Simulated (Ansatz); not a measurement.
## MnO under changes of volume

One of the cells (14.337 Å³/atom); the others are scaled copies at fixed shape and fractional positions:

```
Mn O
1.0
     2.97129   -1.71698    0.00000
     2.97129    1.71698    0.00000
    -1.98463    0.00000    2.81031
Mn O
1 1
Cartesian
  1.9788 0.0000 1.4070
  3.9609 0.0000 0.7007
```

The cell comes from a database or a generator and needn't be the stable form of this composition.

| Property | Result |
| --- | --- |
| Program | Ansatz 0.2.0 |
| Functional | PBE |
| Potentials or basis | all-electron LAPW, scalar-relativistic |
| Cutoff | 394 eV (chosen from the basis error) |
| Basis error allowed | 0.0005 eV/atom |
| k mesh | 9 × 9 × 9 |
| Occupations | fermi-dirac, width 0.05 eV |
| Spin | collinear spin, ferromagnetic start |
| Starting moments | [4.0, 0.0] μB |

```csv
volume (Å³/atom),energy over the lowest point (meV/atom),pressure (GPa),largest force (eV/Å)
13.477,?,?,?
13.764,0.00,0.5,0.003
14.050,1.05,-1.8,0.002
14.337,6.10,-3.9,0.001
14.624,14.71,-5.7,0.002
14.911,26.49,-7.4,0.002
15.197,41.10,-8.9,0.003
```

What does the run at 13.477 Å³/atom give?

Energy over the lowest point 3.47 meV/atom; pressure 3.0 GPa; largest force 0.004 eV/Å.

Worked out: A Birch-Murnaghan fit of order 3 (a polynomial in V^(-2/3)) to the other rows has its minimum at 13.83 Å³/atom with B0 = V·E''(V) = 116 GPa and B' = 4.4 at fixed shape and positions, which overstates the stiffness. It gives 3.38 meV/atom at 13.477 Å³/atom, against the run's 3.47, and -dE/dV = 3.2 GPa, against 3.0.

Energies are extrapolated to zero smearing.

Caveats: a cell with one magnetic atom can't hold antiferromagnetic order, which such compounds often take.
